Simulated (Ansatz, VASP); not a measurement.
# Pt in VASP and in Ansatz

The input INCAR:

```
SYSTEM = Pt
  PREC = Accurate
  ENCUT = 520
  EDIFF = 1E-6
  ISMEAR = -1
  SIGMA = 0.05
  LREAL = .FALSE.
  LASPH = .TRUE.
  NELM = 60
  ALGO = Normal
  ISIF = 2
  LWAVE = .FALSE.
  LCHARG = .FALSE.
  GGA = PE
  NBANDS = 17
```

File KPOINTS:

```
regular mesh
0
G
  14 14 14
  0 0 0
```

Contents of POSCAR:

```
Pt
1.0
    0.0000000000      2.5393955897      2.5393955897
    2.5393955897      0.0000000000      2.5393955897
    2.5393955897      2.5393955897      0.0000000000
Pt
2
Direct
   -0.1250000000     -0.1250000000     -0.1250000000
    0.1250000000      0.1250000000      0.1250000000
```

Input for Ansatz:

```yaml
crystal:
  lattice:
    - [0.0, 2.5393955897, 2.5393955897]
    - [2.5393955897, 0.0, 2.5393955897]
    - [2.5393955897, 2.5393955897, 0.0]
  atoms:
    - { symbol: Pt, position: [-0.125, -0.125, -0.125] }
    - { symbol: Pt, position: [0.125, 0.125, 0.125] }
kpoints:
  mp_grid: { grid: [14, 14, 14] }
scf:
  occupations: { method: fermi_dirac, width: 0.05 }
hamiltonian:
  xc: pbe
  pseudopotentials: { kind: all_electron, lapw: { basis_error: 0.001 } }
output:
  forces: true
  stress: true
  eigenvalues: true
  populations: true
```

Change from the starting cell: volume scaled by 0.68, LAPW.

Alike in both runs: task single point; functional PBE; k mesh 14 × 14 × 14; occupations fermi-dirac, width 0.05 eV; no spin polarisation.

```csv
,VASP,Ansatz
version,VASP 6.6.1,Ansatz 0.2.0
potentials or method,"VASP PAW PBE potentials, release 64 (Pt)","all-electron LAPW, scalar-relativistic"
plane-wave cutoff (eV),520,see its input
```

```tsv
	VASP	Ansatz	Ansatz less VASP
pressure (GPa)	116.4	121.4	+4.99
```

Ansatz ran all-electron here, so the differences hold the error of VASP's frozen core and of both bases.

Caveats: the cell as given lies far from equilibrium; so large a pressure means that the cell lies far from this level's equilibrium, or that cutoff or potentials fall short (VASP). The runs have no spin-orbit coupling, so splittings on Pt are missing.
